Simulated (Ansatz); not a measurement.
# C: the cost of one run

Program: Ansatz 0.2.0. Level of theory: DFT PBE, scalar-relativistic, plane waves, PAW. These are calculated values, not measurements.

6 further runs of the same task are left out: 6 set aside as unsound or not needed.

## 1. The structure to begin with

Symmetry: Fmmm, No. 69, orthorhombic system. The conventional cell has a = 2.467 Å, b = 4.272 Å, c = 8.746 Å, α = 90.00°, β = 90.00°, γ = 90.00°. Around C (site symmetry m2m) lie 3 C at 1.42 Å.

Structure file:

```xyz
4
Lattice="1.2333 -2.1361 0.0000 1.2333 2.1361 0.0000 0.0000 0.0000 8.7457" Properties=species:S:1:pos:R:3 pbc="T T T"
C     1.2333    1.7801    6.5595
C     1.2333   -0.3560    2.1862
C     1.2333   -1.7801    2.1862
C     1.2333    0.3560    6.5595
```

It goes back to an entry of the Materials Project, which need not be the stable form.

It is the result of an earlier relaxation at this level (volume 11.52 Å³/atom; gap on the mesh: none (metal)).

## 2. The reference run

Contents of input.yaml:

```yaml
crystal:
  lattice:
    - [1.233279486, -2.1360615852, 0.0]
    - [1.233279486, 2.1360615852, 0.0]
    - [0.0, 0.0, 8.745681296]
  atoms:
    - { symbol: C, position: [0.0833322022, 0.9166677978, 0.7500234453] }
    - { symbol: C, position: [0.5833322022, 0.4166677978, 0.2499765547] }
    - { symbol: C, position: [0.9166677978, 0.0833322022, 0.2499765547] }
    - { symbol: C, position: [0.4166677978, 0.5833322022, 0.7500234453] }
basis:
  ecutwfc: 420
kpoints:
  mp_grid: { grid: [18, 18, 6] }
hamiltonian:
  xc: pbe
scf:
  occupations: { method: fermi_dirac, width: 0.15 }
output:
  eigenvalues: true
phonons:
  method: dfpt
```

This input was run earlier.

## 3. The same with SCF threshold 0.01 eV

Contents of input.yaml:

```yaml
crystal:
  lattice:
    - [1.233279486, -2.1360615852, 0.0]
    - [1.233279486, 2.1360615852, 0.0]
    - [0.0, 0.0, 8.745681296]
  atoms:
    - { symbol: C, position: [0.0833322022, 0.9166677978, 0.7500234453] }
    - { symbol: C, position: [0.5833322022, 0.4166677978, 0.2499765547] }
    - { symbol: C, position: [0.9166677978, 0.0833322022, 0.2499765547] }
    - { symbol: C, position: [0.4166677978, 0.5833322022, 0.7500234453] }
basis:
  ecutwfc: 420
kpoints:
  mp_grid: { grid: [18, 18, 6] }
hamiltonian:
  xc: pbe
scf:
  occupations: { method: fermi_dirac, width: 0.15 }
  max_iter: 100
  convergence: { dr2_threshold: 0.01 }
output:
  eigenvalues: true
phonons:
  method: dfpt
```

Command:

```bash
> ansatz run input.yaml --threads 1 --pin off --max-ram 3072MiB --backend cpu --events-out ev --progress --plain --runs-dir out
```

What time and memory should one allow on 1 thread of Intel Xeon Platinum 8488C (Sapphire Rapids), shared host?

About 47 s, with a peak of 1.2 GiB.
